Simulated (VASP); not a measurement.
# W: intraband terms of a metal's spectrum

W, Im-3m (no. 229), 1 atom in the cell. PBE, independent-particle dielectric function; PAW potentials W_sv (PBE set).

## Input

INCAR.step1:
```
SYSTEM = W
PREC = Accurate ; ENCUT = 260
ISMEAR = 1 ; SIGMA = 0.1
EDIFF = 1E-7 ; LASPH = .TRUE.
KPAR = 4 ; LWAVE = .FALSE.
LCHARG = .TRUE. ; LMAXMIX = 4
```

INCAR.step2:
```
SYSTEM = W
PREC = Accurate ; ENCUT = 260
ISMEAR = 0 ; SIGMA = 0.3
EDIFF = 1E-6 ; LASPH = .TRUE.
KPAR = 4 ; LWAVE = .TRUE.
LCHARG = .FALSE. ; LMAXMIX = 4
ICHARG = 11 ; NBANDS = 21
NEDOS = 3000 ; OMEGAMAX = 30
CSHIFT = 0.1
```

INCAR.step3, as INCAR.step2 but for:
```
- LWAVE = .TRUE.
+ LWAVE = .FALSE.
+ LOPTICS = .TRUE.
+ ALGO = None
+ NELM = 1
+ ISTART = 1
```

INCAR.step4, as INCAR.step3 but for:
```
+ WPLASMAI = 0.03
```

INCAR.step5 to INCAR.step6 change the same tag again: WPLASMAI = 0.1, 0.3.

INCAR.step7, as INCAR.step6 but for:
```
- WPLASMAI = 0.3
+ RTIME = 20
```

INCAR.step8, as INCAR.step7 but for:
```
- RTIME = 20
+ RTIME = 40
```

INCAR.step9, as INCAR.step8 but for:
```
- RTIME = 40
+ LNABLA = .TRUE.
```

INCAR.step10, as INCAR.step9 but for:
```
- ISMEAR = 0
- LNABLA = .TRUE.
+ ISMEAR = -5
```

KPOINTS.step1:
```
k-points
0
Gamma
  12 12 12
```

KPOINTS.step2:
```
k-points
0
Gamma
  24 24 24
```

POSCAR:
```
W
1.0
   -1.5823450000      1.5823450000      1.5823450000
    1.5823450000     -1.5823450000      1.5823450000
    1.5823450000      1.5823450000     -1.5823450000
W
1
Direct
    0.0000000000      0.0000000000      0.0000000000
```

Commands (each step's output is kept before the next begins):
```
cat potpaw_PBE.64/W_sv/POTCAR > POTCAR
cp INCAR.step1 INCAR
cp KPOINTS.step1 KPOINTS
mpirun -np 4 vasp_std > vasp.out
cp INCAR.step2 INCAR
cp KPOINTS.step2 KPOINTS
mpirun -np 4 vasp_std > vasp.out
cp INCAR.step3 INCAR
mpirun -np 4 vasp_std > vasp.out
cp INCAR.step4 INCAR
mpirun -np 4 vasp_std > vasp.out
cp INCAR.step5 INCAR
mpirun -np 4 vasp_std > vasp.out
cp INCAR.step6 INCAR
mpirun -np 4 vasp_std > vasp.out
cp INCAR.step7 INCAR
mpirun -np 4 vasp_std > vasp.out
cp INCAR.step8 INCAR
mpirun -np 4 vasp_std > vasp.out
cp INCAR.step9 INCAR
mpirun -np 4 vasp_std > vasp.out
cp INCAR.step10 INCAR
mpirun -np 4 vasp_std > vasp.out
```

## Result

- Bands: 21

One ground state, settings moved in the last step alone:

| Settings | Plasma frequency (eV) | Im ε at 0.5 eV | Im ε at 1 eV | Im ε at 2 eV | Im ε at 4 eV | Time (s) |
|---|---|---|---|---|---|---|
| interband part alone | 7.43 | 15.7 | 18.2 | 23.6 | 19.0 | 7 |
| Drude term, WPLASMAI 0.03 | 7.43 | 28.9 | 19.8 | 23.8 | 19.0 | 7 |
| Drude term, WPLASMAI 0.1 | 7.43 | 58.2 | 23.6 | 24.2 | 19.0 | 7 |
| Drude term, WPLASMAI 0.3 | 7.43 | 113.1 | 33.4 | 25.6 | 19.2 | 6 |
| relaxation time RTIME 20 fs | 7.43 | 30.2 | 20.0 | 23.8 | 19.0 | 7 |
| relaxation time RTIME 40 fs | 7.43 | 23.0 | 19.1 | 23.7 | 19.0 | 6 |
| transversal form (LNABLA) | 6.93 | 13.1 | 15.0 | 19.5 | 16.7 | 7 |
| tetrahedron method | – | – | – | – | – | no result |

Limits: Spin-orbit coupling is left out, which can matter with atoms this heavy.

VASP 6.6.1 took 58 s on 4 cores (Intel Xeon Platinum 8375C @ 2.90GHz (Ice Lake)), a shared host.
